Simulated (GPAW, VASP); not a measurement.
This is a calculation of WS2 for VASP 6.6.1. Measurements of this composition are mostly on another form, of space group No. 194.

Contents of INCAR:

```
  PREC = Accurate
  ENCUT = 500
  EDIFF = 1E-6
  ISMEAR = 0
  SIGMA = 0.1
  LREAL = False
  LASPH = True
  NELM = 100
  ALGO = Normal
  ISIF = 2
  LWAVE = False
  LCHARG = True
  LELF = True
  LVHAR = True
  NBANDS = 16
```

KPOINTS

```
regular mesh
0
Gamma
  10 10 10
```

File POSCAR:

```
WS2
1.0
    1.5790000000      0.9116360751      6.1633333333
   -1.5790000000      0.9116360751      6.1633333333
    0.0000000000     -1.8232721501      6.1633333333
W S
1 2
Cartesian
    0.0000000000      0.0000000000      0.0000000000
    0.0000000000      0.0000000001     10.7426899999
    0.0000000000      0.0000000001     13.8730469999
```

Potentials or basis: VASP PAW LDA potentials, release 64 (W, S).

Run with:

```bash
$ cat potpaw_LDA.64/W/POTCAR potpaw_LDA.64/S/POTCAR > POTCAR
$ mpirun -np 1 vasp_std > vasp.out
```

Set up the same calculation for GPAW 26.7.0 (ASE script). Potentials or basis there: the program's PAW data sets (release 1.2.1) made for this functional, cutoff 600 eV.

As run (cutoffs and basis follow the program's own potentials, and thresholds, step limits or extra output files can differ):

The input run.py:

```python
from ase import Atoms
from ase.dft.bandgap import bandgap
from ase.io import write
from ase.units import GPa
from gpaw import GPAW, PW

atoms = Atoms(['W', 'S', 'S'],
              cell=[[1.579, 0.9116360751, 6.1633333333],
                    [-1.579, 0.9116360751, 6.1633333333],
                    [0.0, -1.8232721501, 6.1633333333]],
              scaled_positions=[[0.0, 0.0, 0.0],
                                [0.581, 0.581, 0.581],
                                [0.7503, 0.7503, 0.7503]],
              pbc=True)

calc = GPAW(mode=PW(600),
            xc='LDA',
            kpts={'size': (10, 10, 10), 'gamma': True},
            occupations={'name': 'methfessel-paxton', 'order': 0, 'width': 0.1},
            nbands=25,
            convergence={'density': 1e-05, 'energy': 1e-05},
            maxiter=150,
            txt='gpaw.txt')
atoms.calc = calc
energy = atoms.get_potential_energy()
forces = atoms.get_forces()
stress = atoms.get_stress()
calc.write('gs.gpw')
write('result.traj', atoms)
print(f'Energy: {energy:.6f} eV')
print('Forces (eV/A):')
print(forces.round(4))
print('Stress (GPa):', (stress / GPa).round(3))
print('Fermi level:', round(calc.get_fermi_level(), 4), 'eV')
print(f'Gap: {bandgap(calc)[0]:.4f} eV, direct: {bandgap(calc, direct=True)[0]:.4f} eV')
```

Potentials or basis: the program's PAW data sets (release 1.2.1) made for this functional, pw.

Command:

```console
$ OMP_NUM_THREADS=1 python run.py
```

Both were run:

|  | VASP | GPAW |
| --- | --- | --- |
| Pressure | -3.9 GPa | -4.1 GPa |
| Largest force | 0.589 eV/Å | 0.615 eV/Å |

The potentials hold 18 and 26 valence electrons a cell.

The two programs' LDA may be different fits to the electron gas.

Pressure is positive in compression.
